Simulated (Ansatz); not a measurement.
**MnAs in Ansatz: the effect of strain**

The system is MnAs.

```
As Mn
1.0
     3.71000    0.00000    0.00000
    -1.85500    3.21295    0.00000
     0.00000    0.00000    5.46336
As Mn
2 2
Direct
  0.66667 0.33333 0.75000
  0.33333 0.66667 0.25000
  0.00000 0.00000 0.50000
  0.00000 0.00000 0.00000
```

Alike in all runs:

| Item | Value |
| --- | --- |
| Program | Ansatz 0.2.0 |
| Task | single point |
| Functional | PBE |
| Potentials or basis | Ansatz PAW |
| Cutoff | 420 eV (not typed: the program's choice for these potentials) |
| k mesh | 7 × 7 × 4 |
| Occupations | fermi-dirac, width 0.05 eV |
| Spin | collinear spin, ferromagnetic start |
| Starting moments | [0.0, 0.0, 4.0, 4.0] μB |
| Kind of strain | uniaxial |

```tsv
strain	pressure (GPa)	moment (μB)
-0.04	?	?
-0.02	-1.9	6.20
-0.01	-2.5	6.28
0	-3.2	6.33
0.01	-4.0	6.36
0.02	-4.7	6.40
0.04	-5.8	6.52
```

What does the run with strain -0.04 give?

Pressure -0.9 GPa; moment 5.97 μB.

Worked out: A parabola through the other rows of the pressure, of slope -81 GPa per unit of strain there, extrapolates to -0.3 GPa, against the run's -0.9. The fit is too stiff a form for this range. A parabola through the other rows of the moment, of slope 5.36 μB per unit of strain there, extrapolates to 6.11 μB, against the run's 5.97. The fit is too stiff a form for this range.

Caveats: only a ferromagnetic start was run, and an antiferromagnetic order may lie lower in energy.
